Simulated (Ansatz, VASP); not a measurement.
**One calculation of NaF, two programs**

The input INCAR:

```
PREC = Accurate
ENCUT = 520
EDIFF = 1E-7
ISMEAR = 0
SIGMA = 0.05
LREAL = False
LASPH = True
NELM = 100
ALGO = Normal
ISIF = 2
LWAVE = False
LCHARG = False
GGA = PS
NBANDS = 14
```

File KPOINTS:

```
regular mesh
0
Gamma
  8 8 8
```

The input POSCAR:

```
NaF
1.0
    0.0000000000      2.3233000000      2.3233000000
    2.3233000000      0.0000000000      2.3233000000
    2.3233000000      2.3233000000      0.0000000000
Na F
1 1
Direct
    0.0000000000      0.0000000000      0.0000000000
    0.3063099901      0.5000000000      0.5000000000
```

Input for Ansatz:

```yaml
crystal:
  lattice:
    - [0.0, 2.3233, 2.3233]
    - [2.3233, 0.0, 2.3233]
    - [2.3233, 2.3233, 0.0]
  atoms:
    - { symbol: Na, position: [0.0, 0.0, 0.0] }
    - { symbol: F, position: [0.3063099901, 0.5, 0.5] }
basis:
  ecutwfc: 420
kpoints:
  mp_grid: { grid: [8, 8, 8] }
hamiltonian:
  xc: pbesol
scf:
  occupations: { method: gaussian, width: 0.05 }
output:
  forces: true
  stress: true
  eigenvalues: true
```

Alike in both runs: task single point; functional PBEsol; k mesh 8 × 8 × 8; occupations gaussian, width 0.05 eV; no spin polarisation.

```csv
,VASP,Ansatz
version,VASP 6.6.1,Ansatz 0.2.0
potentials or method,"VASP PAW PBE potentials, release 64 (Na_pv, F)","scalar-relativistic, plane waves, PAW"
plane-wave cutoff (eV),520,420
valence electrons in the cell,14,16
```

|  | VASP | Ansatz | Ansatz less VASP |
| --- | --- | --- | --- |
| gap on the k mesh at the Fermi level (eV) | 6.07 | 6.09 | +0.029 |
| least direct gap on the mesh (eV) | 6.09 | 6.12 | +0.029 |
| pressure (GPa) | 12.3 | 11.8 | -0.47 |
| largest component of the traceless stress (GPa) | 14.92 | 14.27 | -0.653 |
| rms of the force components (eV/Å) | 1.171 | 1.120 | -0.0517 |

Atom by atom the forces differ by 0.052 eV/Å (rms over components). The two sets of potentials don't hold the same shells in valence.

Caveats: the PAW data sets were made with another functional, which shifts forces and pressure a little (VASP). A k mesh can miss the band edges.
